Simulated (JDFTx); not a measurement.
Here is a JDFTx 1.7.0 (patched build) calculation.

File bands.in:

```
lattice \
    6.0093290763    -3.0046645382     0.0000000000 \
    0.0000000000     5.2042316397     0.0000000000 \
    0.0000000000     0.0000000000     9.7623251598
coords-type Lattice
ion Ga     0.6666666667     0.3333333333     0.5000000000 1
ion Ga     0.3333333333     0.6666666667     0.0000000000 1
ion N      0.6666666667     0.3333333333     0.8750000000 1
ion N      0.3333333333     0.6666666667     0.3750000000 1

ion-species pseudo/Ga.upf
ion-species pseudo/N.upf
elec-cutoff 42 336
elec-ex-corr lda-PW
elec-smearing Fermi 0.0018374661
elec-n-bands 25
electronic-minimize nIterations 30 energyDiffThreshold 1e-06
davidson-band-ratio 1.3
forces-output-coords Cartesian
include path.kpoints
symmetries none
fix-electron-density run.$VAR

dump-name bands.$VAR
dump End Ecomponents EigStats BandEigs Kpoints Forces
```

path.kpoints

```
kpoint +0.0000000000 +0.0000000000 +0.0000000000 0.020000000000
kpoint +0.0833333333 +0.0000000000 +0.0000000000 0.020000000000
kpoint +0.1666666667 +0.0000000000 +0.0000000000 0.020000000000
kpoint +0.2500000000 +0.0000000000 +0.0000000000 0.020000000000
kpoint +0.3333333333 +0.0000000000 +0.0000000000 0.020000000000
kpoint +0.4166666667 +0.0000000000 +0.0000000000 0.020000000000
kpoint +0.5000000000 +0.0000000000 +0.0000000000 0.020000000000
kpoint +0.4444444444 +0.1111111111 +0.0000000000 0.020000000000
kpoint +0.3888888889 +0.2222222222 +0.0000000000 0.020000000000
kpoint +0.3333333333 +0.3333333333 +0.0000000000 0.020000000000
kpoint +0.2916666667 +0.2916666667 +0.0000000000 0.020000000000
kpoint +0.2500000000 +0.2500000000 +0.0000000000 0.020000000000
kpoint +0.2083333333 +0.2083333333 +0.0000000000 0.020000000000
kpoint +0.1666666667 +0.1666666667 +0.0000000000 0.020000000000
kpoint +0.1250000000 +0.1250000000 +0.0000000000 0.020000000000
kpoint +0.0833333333 +0.0833333333 +0.0000000000 0.020000000000
kpoint +0.0416666667 +0.0416666667 +0.0000000000 0.020000000000
kpoint +0.0000000000 +0.0000000000 +0.0000000000 0.020000000000
kpoint +0.0000000000 +0.0000000000 +0.1666666667 0.020000000000
kpoint +0.0000000000 +0.0000000000 +0.3333333333 0.020000000000
kpoint +0.0000000000 +0.0000000000 +0.5000000000 0.020000000000
kpoint +0.0714285714 +0.0000000000 +0.5000000000 0.020000000000
kpoint +0.1428571429 +0.0000000000 +0.5000000000 0.020000000000
kpoint +0.2142857143 +0.0000000000 +0.5000000000 0.020000000000
kpoint +0.2857142857 +0.0000000000 +0.5000000000 0.020000000000
kpoint +0.3571428571 +0.0000000000 +0.5000000000 0.020000000000
kpoint +0.4285714286 +0.0000000000 +0.5000000000 0.020000000000
kpoint +0.5000000000 +0.0000000000 +0.5000000000 0.020000000000
kpoint +0.4583333333 +0.0833333333 +0.5000000000 0.020000000000
kpoint +0.4166666667 +0.1666666667 +0.5000000000 0.020000000000
kpoint +0.3750000000 +0.2500000000 +0.5000000000 0.020000000000
kpoint +0.3333333333 +0.3333333333 +0.5000000000 0.020000000000
kpoint +0.2962962963 +0.2962962963 +0.5000000000 0.020000000000
kpoint +0.2592592593 +0.2592592593 +0.5000000000 0.020000000000
kpoint +0.2222222222 +0.2222222222 +0.5000000000 0.020000000000
kpoint +0.1851851852 +0.1851851852 +0.5000000000 0.020000000000
kpoint +0.1481481481 +0.1481481481 +0.5000000000 0.020000000000
kpoint +0.1111111111 +0.1111111111 +0.5000000000 0.020000000000
kpoint +0.0740740741 +0.0740740741 +0.5000000000 0.020000000000
kpoint +0.0370370370 +0.0370370370 +0.5000000000 0.020000000000
kpoint +0.0000000000 +0.0000000000 +0.5000000000 0.020000000000
kpoint +0.5000000000 +0.0000000000 +0.5000000000 0.020000000000
kpoint +0.5000000000 +0.0000000000 +0.3750000000 0.020000000000
kpoint +0.5000000000 +0.0000000000 +0.2500000000 0.020000000000
kpoint +0.5000000000 +0.0000000000 +0.1250000000 0.020000000000
kpoint +0.5000000000 +0.0000000000 +0.0000000000 0.020000000000
kpoint +0.3333333333 +0.3333333333 +0.0000000000 0.020000000000
kpoint +0.3333333333 +0.3333333333 +0.1666666667 0.020000000000
kpoint +0.3333333333 +0.3333333333 +0.3333333333 0.020000000000
kpoint +0.3333333333 +0.3333333333 +0.5000000000 0.020000000000
```

Potentials or basis: PseudoDojo-SR-LDA-0.4.1-standard with smoothed tails.

Launch:

```bash
$ jdftx -c 1 -i bands.in -o bands.out
```

Question: Estimate the band gap along the path.

Answer: 2.01 eV, direct.

Levels at the corners of the path, in eV from the valence-band top:
```tsv
point	band 16	band 17	band 18	band 19	band 20
Γ	-0.06	0.00	0.00	2.01	4.23
M	-2.80	-2.30	-1.00	4.95	5.55
K	-3.07	-3.07	-2.75	5.01	7.76
Γ	-0.06	0.00	0.00	2.01	4.23
A	-0.55	-0.55	-0.55	4.26	4.26
L	-1.98	-1.94	-1.94	4.34	4.34
H	-4.27	-1.52	-1.52	6.41	6.41
A	-0.55	-0.55	-0.55	4.26	4.26
L	-1.98	-1.94	-1.94	4.34	4.34
M	-2.80	-2.30	-1.00	4.95	5.55
K	-3.07	-3.07	-2.75	5.01	7.76
H	-4.27	-1.52	-1.52	6.41	6.41
```

**What was measured.**

From “Studying electronic properties in GaN without electrical contacts using γ-γ vs e−-γ Perturbed Angular Correlations”, 2019, pmc:6823545, for a bulk crystal of GaN: band gap 3.503 ± 0.005 eV (direct).

A measured gap of GaN is 3.503 eV (direct; quoted in “Studying electronic properties in GaN without electrical contacts using γ-γ vs e−-γ Perturbed Angular Correlations”, 2019, pmc:6823545); the calculated 2.01 eV misses it by -1.49 eV. Spin-orbit coupling on Ga is left out. The value is that of LDA, without temperature or zero-point motion. Semilocal functionals fall short of measured gaps as a rule.
